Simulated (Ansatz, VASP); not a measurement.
# BN in VASP and in Ansatz

```xyz
4
Lattice="2.5434 0.0000 0.0000 -1.2717 2.2027 0.0000 0.0000 0.0000 4.2070" Properties=species:S:1:pos:R:3 pbc="T T T"
B     1.2717    0.7342    0.0007
B     0.0000    1.4684    2.1042
N     1.2717    0.7342    1.5770
N     0.0000    1.4684    3.6805
```

Alike in both runs: functional r2SCAN; k mesh 12 × 12 × 6; occupations fermi-dirac, width 0.02 eV; no spin polarisation.

Ansatz relaxed the structure, and its values are those at the end. VASP's run is a single point on that final structure, the one shown.

|  | VASP | Ansatz |
| --- | --- | --- |
| version | VASP 6.6.1 | Ansatz 0.2.0 |
| potentials or method | VASP PAW PBE potentials, release 64 (B, N) | PAW plane waves |
| plane-wave cutoff (eV) | 520 | 500 |
| valence electrons in the cell | 16 | 16 |

```csv
,VASP,Ansatz,Ansatz less VASP
gap on the k mesh at the Fermi level (eV),5.72,5.75,+0.026
pressure (GPa),1.4,0.0,-1.40
rms of the force components (eV/Å),0.007,0.004,-0.0026
```

Caveats: the PAW data sets were made with another functional, which shifts forces and pressure a little (VASP). r2SCAN opens gaps a little over a GGA but as a rule still falls short of measured ones. A k mesh can miss the band edges.
